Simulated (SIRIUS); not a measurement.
A run of SIRIUS 7.12.0 is set up as follows.

File sirius.json:

```json
{
  "control": {
    "processing_unit": "cpu",
    "verbosity": 2,
    "num_bands_to_print": 14,
    "print_forces": true,
    "print_stress": true
  },
  "parameters": {
    "electronic_structure_method": "pseudopotential",
    "xc_functionals": ["XC_GGA_X_PBE_SOL", "XC_GGA_C_PBE_SOL"],
    "gk_cutoff": 9.2,
    "pw_cutoff": 18.4,
    "ngridk": [8, 8, 8],
    "shiftk": [0, 0, 0],
    "smearing": "fermi_dirac",
    "smearing_width": 0.0018374661,
    "num_bands": 14,
    "num_mag_dims": 0,
    "num_dft_iter": 100,
    "energy_tol": 1e-08,
    "density_tol": 1e-06
  },
  "iterative_solver": {
    "type": "davidson",
    "min_tolerance": 1e-10
  },
  "mixer": {
    "type": "anderson",
    "beta": 0.7,
    "max_history": 8
  },
  "settings": {
    "tol_ne": 1e-10,
    "pseudo_grid_cutoff": 6.5
  },
  "unit_cell": {
    "lattice_vectors": [
      [1.0, 0.0, 0.0],
      [0.0, 1.0, 0.0],
      [0.0, 0.0, 1.0]
    ],
    "lattice_vectors_scale": 6.0075602927,
    "atom_coordinate_units": "lattice",
    "atom_types": ["Ti", "Al"],
    "atom_files": {
      "Al": "Al.json",
      "Ti": "Ti.json"
    },
    "atoms": {
      "Ti": [
        [-0.001144, 0.00758, 0.001704]
      ],
      "Al": [
        [0.509305, 0.50647, 0.500621]
      ]
    }
  }
}
```

Potentials or basis: PseudoDojo 0.4.1 PBEsol standard (scalar relativistic).

Launch:

```sh
$ upf_to_json Al.upf
$ upf_to_json Ti.upf
$ OMP_NUM_THREADS=1 sirius.scf --input=sirius.json --output=out.json --task=0
```

(1) Estimate the band gap on the k mesh.

(2) Estimate the pressure.

Answers

(1) none (metal or under the smearing width).

(2) -2.4 GPa.
